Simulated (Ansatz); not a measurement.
**AlN (P6_3mc), zone-centre modes**

These are results of DFT PBE, scalar-relativistic, plane waves, PAW in Ansatz 0.2.0, not measurements. Settings: plane waves to 420 eV, k-mesh 12×12×6 (Γ-centred), Gaussian smearing 0.05 eV. No spin polarisation.

Zero of the scan (as given, not relaxed at this level):

```xyz
4
Lattice="3.1110 0.0000 0.0000 -1.5555 2.6942 0.0000 0.0000 0.0000 4.9780" Properties=species:S:1:pos:R:3 pbc="T T T"
Al    0.0000    1.7961    0.0000
Al    1.5555    0.8981    2.4890
N     0.0000    1.7961    1.9165
N     1.5555    0.8981    4.4055
```

Harmonic modes by finite displacements of 0.02 Å, without the LO–TO term.

(1) At this geometry, is the structure stable against these modes?

(2) List the wavenumbers in cm⁻¹.

Answers

(1) Yes: no mode is imaginary beyond 10 cm⁻¹, and only the three translations lie near zero.

(2) 0, 0, 0, 239, 239, 534, 585, 667, 667, 678, 678, 707.

Cost: 1 run of about 1.5 core-minutes, on Intel Xeon Processor @ 2.50GHz (Skylake/Cascade Lake) (shared hosts).